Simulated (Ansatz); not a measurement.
## PbO2 under changes of volume

One of the cells (13.151 Å³/atom); the others are scaled copies at fixed shape and fractional positions:

```
Pb O
1.0
     0.00000    2.70199    2.70199
     2.70199    0.00000    2.70199
     2.70199    2.70199    0.00000
Pb O
1 2
Direct
  0.00000 0.00000 0.00000
  0.75000 0.75000 0.75000
  0.25000 0.25000 0.25000
```

The cell comes from a database or a generator and needn't be the stable form of this composition.

- Program: Ansatz 0.2.0
- Functional: LDA
- Potentials or basis: Ansatz PAW
- Cutoff: 420 eV (not typed: the program's choice for these potentials)
- k mesh: 9 × 9 × 9
- Occupations: fermi-dirac, width 0.05 eV
- Spin: no spin polarisation

```csv
volume (Å³/atom),energy over the lowest point (meV/atom),pressure (GPa)
12.362,0.00,-1.4
12.625,4.92,-4.6
12.888,14.95,-7.5
13.151,29.40,-10.0
13.414,?,?
13.677,69.49,-14.2
13.940,94.30,-15.9
```

Task: What does the run at 13.414 Å³/atom give?

Result: Energy over the lowest point 47.78 meV/atom; pressure -12.3 GPa.

Worked out: A Birch-Murnaghan fit of order 3 (a polynomial in V^(-2/3)) to the other rows has its minimum at 12.26 Å³/atom, just outside them, with B0 = V·E''(V) = 171 GPa and B' = 5.0. It gives 47.73 meV/atom at 13.414 Å³/atom, against the run's 47.78, and -dE/dV = -12.3 GPa, against -12.3.

Energies are extrapolated to zero smearing.

Caveats: the PAW data sets come from PBE, with cores solved anew for the run's functional, which leaves a small shift of forces and pressure.
